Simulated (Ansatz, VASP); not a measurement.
One calculation of Pt, two programs

```
Pt
1.0
     0.00000    1.88580    2.03468
     1.88580    0.00000    2.03468
     1.88580    1.88580    0.00000
Pt
1
Cartesian
  0.0000 0.0000 0.0000
```

Change from the starting cell: strain -0.050 along x and y, +0.025 along z, atoms carried along.

Alike in both runs: task single point; functional PBE; k mesh 26 × 26 × 26; occupations gaussian, width 0.15 eV; no spin polarisation.

|  | VASP | Ansatz |
| --- | --- | --- |
| version | VASP 6.6.1 | Ansatz 0.2.0 |
| potentials or method | VASP PAW PBE potentials, release 64 (Pt) | scalar-relativistic, plane waves, PAW |
| plane-wave cutoff (eV) | 520 | 420 |
| valence electrons in the cell | 10 | 18 |

VASP gave:

| Property | Result |
| --- | --- |
| gap on the k mesh at the Fermi level (eV) | none |
| pressure (GPa) | 24.2 |
| largest component of the traceless stress (GPa) | 7.75 |

Problem. Which values does Ansatz return?

Solution. gap on the k mesh at the Fermi level (eV): none; pressure (GPa): 24.8; largest component of the traceless stress (GPa): 7.81.

A gap of «none» marks a metal or a gap that the smearing closes. With one functional, cell and mesh, what is left measures potentials, basis and numerics. The two sets of potentials don't hold the same shells in valence.

Caveats: so large a pressure means that the cell lies far from this level's equilibrium, or that cutoff or potentials fall short (VASP). The runs have no spin-orbit coupling, so splittings on Pt are missing.
